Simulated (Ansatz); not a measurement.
# In (R-3m) in Ansatz: single point with PBEsol

Aim: the single point of In with PBEsol.

Program: Ansatz 0.2.0. These are calculated values, not measurements. Logs are shortened: lines on timing, memory, paths and dates and some standing lists are left out, and cuts for length are marked.

## (1) The undisturbed crystal

The structure is trigonal, space group R-3m (No. 166). The conventional cell has a = 3.339 Å, b = 3.339 Å, c = 24.622 Å, α = 90.00°, β = 90.00°, γ = 120.00°. In (site symmetry 3m) is surrounded by 12 In at 3.34 to 3.35 Å. In (site symmetry -3m) is surrounded by 12 In at 3.34 to 3.35 Å.

This isn't the form of In at room conditions, which is tetragonal.

## (2) Single point, PBEsol (strain_shear_xy = 0)

The input, input.yaml:

```yaml
crystal:
  lattice:
    - [1.6696368166, 0.9639652655, 8.20746325]
    - [-1.6696368166, 0.9639652655, 8.20746325]
    - [0.0, -1.927930531, 8.20746325]
  atoms:
    - { symbol: In, position: [0.22198776, 0.22198776, 0.22198776] }
    - { symbol: In, position: [0.77801224, 0.77801224, 0.77801224] }
    - { symbol: In, position: [0.0, 0.0, 0.0] }
kpoints:
  mp_grid: { grid: [9, 9, 9] }
scf:
  occupations: { method: fermi_dirac, width: 0.05 }
hamiltonian:
  xc: pbesol
  pseudopotentials: { kind: all_electron, lapw: { basis_error: 0.002 } }
output:
  forces: true
  stress: true
  eigenvalues: true
```

Potentials or basis: all-electron LAPW, scalar-relativistic.

Started as:

```console
$ ansatz run input.yaml --threads 2 --pin off --max-ram 8192MiB --backend cpu --events-out ev --progress --plain --runs-dir out
```

Output:

```text
Warning: RAYON_NUM_THREADS=2 ignored (pool sized by the plan → 2); use --threads N
LAPW: plane waves up to 6.359 Å⁻¹, error target 2.0e-3 eV per atom; small_component_spin mean_spin; In in spheres of 1.669 Å, 21 of its electrons in bands, Dirac shells [] (how accurate: hamiltonian.pseudopotentials.lapw.basis_error, Limitations)
Engine: ansatz 0.2.0, aarch64-unknown-linux-gnu
Pseudopotentials: kind: all_electron
Pseudopotential: In, LAPW, valence charge 21, lapw/all_electron/scalar/gaussian/In, Koelling and Harmon's equation, gaussian nucleus
Functional definition: PBEsol
  exchange = pbesol_x
  correlation = pbesol_c
Crystal: 3 atoms, lattice volume = 79.258 Å³
Basis set: ecut = 154.04679964370516 eV, 347 PW (Γ), FFT grids on a1−a3, a2−a3, a3, exchange–correlation at level 2
Bands: 38, of which v1, the nominal top of the filled ones, is band 32 counted from 1 (31 counted from 0)
Symmetry: 12 space group operations
Space group: R-3m (ITA 166), of the structure as read, at distance tolerance 4.3e-5 Å
k-points: 85 of 729
Non-local potential: In, projectors of the file, none
Initial density: superposition of atomic densities (chi_scale 0.1, normalization cell)
Initial wavefunctions: plane waves of lowest kinetic energy (no species holds an atomic orbital)
Functional: x = pbesol(κ = 0.804, μ = 0.12345679012345678), c = pbesol(β = 0.046)
iter 1 solved again at ethr=2.69e-5 eV; its pass at ethr=1.00e-1 eV (dr2=1.70e-2 eV) is discarded
SCF iter   1: F=—  HF=-479920.734732 eV  |F-HF|=—  |Δ(HF+E_count)|=         —  Δρ=5.32e-3  dr2=1.71e-2  ethr=2.69e-5  ⟨swp⟩=3.4  Hψ=22679  notcnv=0
preconditioner: auto → Kerker (q_TF=auto, 2.626 Å⁻¹)  [metal: Δε(μ)=0.052 eV  Ē_g=15.673 eV  σ=0.050 eV  W_gap=0.25  n_scr=30 (ndim 8)  ℏωp=26.0 eV  f_vac=0.000  D(μ)=1.83/eV (n_scr^D=4)]
SCF iter   2: F=—  HF=-479920.644890 eV  |F-HF|=—  |Δ(HF+E_count)|=   8.98e-2  Δρ=2.91e-3  dr2=6.67e-3  ethr=2.69e-5  ⟨swp⟩=2.0  Hψ=9975  notcnv=0
SCF iter   3: F=—  HF=-479920.637717 eV  |F-HF|=—  |Δ(HF+E_count)|=   7.17e-3  Δρ=1.95e-3  dr2=3.50e-3  ethr=1.06e-5  ⟨swp⟩=2.0  Hψ=9926  notcnv=0
SCF iter   4: F=—  HF=-479920.636556 eV  |F-HF|=—  |Δ(HF+E_count)|=   1.16e-3  Δρ=8.42e-4  dr2=8.84e-4  ethr=5.56e-6  ⟨swp⟩=2.0  Hψ=9926  notcnv=0
iter 5 solved again at ethr=1.04e-7 eV; its pass at ethr=1.40e-6 eV (dr2=6.53e-5 eV) is discarded
SCF iter   5: F=—  HF=-479920.636658 eV  |F-HF|=—  |Δ(HF+E_count)|=   1.02e-4  Δρ=2.12e-4  dr2=6.53e-5  ethr=1.04e-7  ⟨swp⟩=2.0  Hψ=16537  notcnv=0
SCF iter   6: F=—  HF=-479920.636659 eV  |F-HF|=—  |Δ(HF+E_count)|=   7.76e-7  Δρ=4.98e-5  dr2=3.59e-6  ethr=1.04e-7  ⟨swp⟩=2.0  Hψ=9926  notcnv=0
SCF iter   7: F=—  HF=-479920.636659 eV  |F-HF|=—  |Δ(HF+E_count)|=   1.29e-8  Δρ=1.68e-5  dr2=2.58e-7  ethr=5.70e-9  ⟨swp⟩=2.0  Hψ=9926  notcnv=0
SCF iter   8: F=—  HF=-479920.636659 eV  |F-HF|=—  |Δ(HF+E_count)|=   1.82e-7  Δρ=8.71e-6  dr2=2.29e-7  ethr=4.10e-10  ⟨swp⟩=2.0  Hψ=9926  notcnv=0
SCF iter   9: F=-479920.636659 eV  HF=-479920.636659 eV  |F-HF|=4.16e-8  |Δ(HF+E_count)|=   5.13e-8  Δρ=3.92e-6  dr2=4.40e-8  ethr=3.63e-10  ⟨swp⟩=2.0  Hψ=9926  notcnv=0
SCF 1 converged in 9 iterations: F = -479920.636659 eV  dr2 = 4.40e-8
SCF converged after 9 iterations
Free energy (F): -479920.636659 eV
Harris-Foulkes:  -479920.636659 eV  (|F-HF|=4.16e-8)
Internal energy: -479920.622092 eV  (E = F + TS)
E sigma→0 (E₀):  -479920.629375 eV
Entropy (-TS):   -0.014566 eV (-4.855 meV/atom)
Fermi energy:    13.201823 eV
--- Per-component energies (eV) ---
  E_band       = -1654.396419
  E_kinetic    = 503692.199910
  E_xc         = -12837.970070
  E_electrostatic = -970774.851933  (all electrons and nuclei)
  E_smearing   = -0.014566  (= −TS)
  E_closure    = 0.000000  (closes the sum)
  E_atoms      = -479911.786467  (free atoms, spherical and without spin; not in F)
  Σ components = -479920.636659   (vs F -479920.636659, Δ=0.00e0)
  Basis errors (estimates in eV, not in F): energy 4.3e-4 per atom: plane waves 4.2e-4 (2.1e-4 summed), levels above the bands 6.8e-48, relativity 1.3e-8, radial functions 7.5e-6, core shells 4.4e-10; eigenvalues (radial functions only) 1.3e-5; not estimated: angular momenta, meshes, grids; target (lapw.basis_error) 2.0e-3; muffin-tin radii In 1.669 Å
--- Forces (eV/Å), atoms counted from 1 ---
  atom   1  In    -0.00000000     0.00000000    -0.02377686
  atom   2  In     0.00000000    -0.00000000     0.02377686
  atom   3  In     0.00000000     0.00000000     0.00000000
  max |Σ_I F_I| component: 1.58e-30 eV/Å
--- Stress (GPa, compression-positive) ---
       -0.923440       0.000000      -0.000000
       -0.000000      -0.923440      -0.000000
       -0.000000      -0.000000      -1.490652
  P = ⅓ Tr σ = -1.1125 GPa (-11.125 kbar)
--- Band table (eV; the first three rows and the last of 85) ---
  k-point 0: bands = ["-102.0405", "-102.0318", "-102.0316", "-60.5629", "-60.5582", "-60.5582", "-60.5522", "-60.5510", "-60.5510", "-60.5503", "-60.5503", "-60.5481", "-1.3801", "-1.3735", "-1.3343", "-1.3288", "-1.3288", "-1.3050", "-1.3050", "-1.2940", "-1.2940", "-1.1984", "-1.1984", "-1.0652", "-1.0652", "-1.0589", "-1.0589", "3.7100", "6.1574", "6.1789", "13.6882", "13.7081", "21.9425", "21.9425", "22.0193", "22.0193", "23.4485", "23.4485"]
  k-point 1: bands = ["-102.0405", "-102.0318", "-102.0316", "-60.5628", "-60.5589", "-60.5584", "-60.5521", "-60.5516", "-60.5512", "-60.5509", "-60.5505", "-60.5481", "-1.3786", "-1.3698", "-1.3359", "-1.3249", "-1.2998", "-1.2930", "-1.2857", "-1.2723", "-1.2657", "-1.2112", "-1.2051", "-1.0948", "-1.0714", "-1.0643", "-1.0575", "3.9527", "6.2300", "6.5970", "13.5707", "14.2786", "19.3235", "20.1218", "20.7775", "21.2568", "22.1781", "22.9300"]
  k-point 2: bands = ["-102.0404", "-102.0317", "-102.0315", "-60.5626", "-60.5606", "-60.5589", "-60.5532", "-60.5529", "-60.5517", "-60.5513", "-60.5509", "-60.5483", "-1.4223", "-1.3976", "-1.3315", "-1.3053", "-1.2843", "-1.2789", "-1.2726", "-1.2018", "-1.1960", "-1.1862", "-1.1688", "-1.1208", "-1.0975", "-1.0614", "-1.0536", "4.6901", "6.7851", "7.5110", "13.8855", "15.2090", "15.9518", "17.1078", "19.3002", "19.4151", "19.8546", "21.6171"]
  k-point 84: bands = ["-102.0405", "-102.0318", "-102.0316", "-60.5629", "-60.5589", "-60.5584", "-60.5518", "-60.5516", "-60.5511", "-60.5508", "-60.5505", "-60.5485", "-1.3876", "-1.3559", "-1.3420", "-1.3257", "-1.2984", "-1.2978", "-1.2916", "-1.2776", "-1.2658", "-1.1740", "-1.1709", "-1.1420", "-1.1305", "-1.0499", "-1.0186", "4.5128", "4.6044", "9.0227", "10.1420", "18.9531", "19.1221", "19.3707", "20.4569", "20.7804", "21.6108", "22.0015"]
```

Wall time 17 s (2 threads of Arm Neoverse V2, shared host); peak memory 0.45 GiB.

Results:

```
Free energy            : -479920.6367 eV
Pressure               : -1.1 GPa
Largest force          : 0.024 eV/Å
Band gap on the k mesh : none (metal or under the smearing width)
```

Forces in eV/Å, atoms in the order of the input:
```
In   0.000  0.000 -0.024
In   0.000  0.000  0.024
In   0.000  0.000  0.000
```

Levels at points of the mesh, in eV from the Fermi level:
```csv
k point,band 28,band 29,band 30,band 31,band 32,band 33,band 34,band 35
"(0.00, 0.00, 0.00)",-9.49,-7.04,-7.02,0.49,0.51,8.74,8.74,8.82
```

## (3) The reference run

An earlier run on the cell as given: functional PBEsol; potentials or basis all-electron LAPW, scalar-relativistic; cutoff 167 eV (chosen from the basis error); basis error allowed 0.001 eV/atom; k mesh 9 × 9 × 9; occupations fermi-dirac, width 0.05 eV; no spin polarisation.

- Pressure: -1.1 GPa
- Largest force: 0.024 eV/Å
- Band gap on the k mesh: none (metal or under the smearing width)
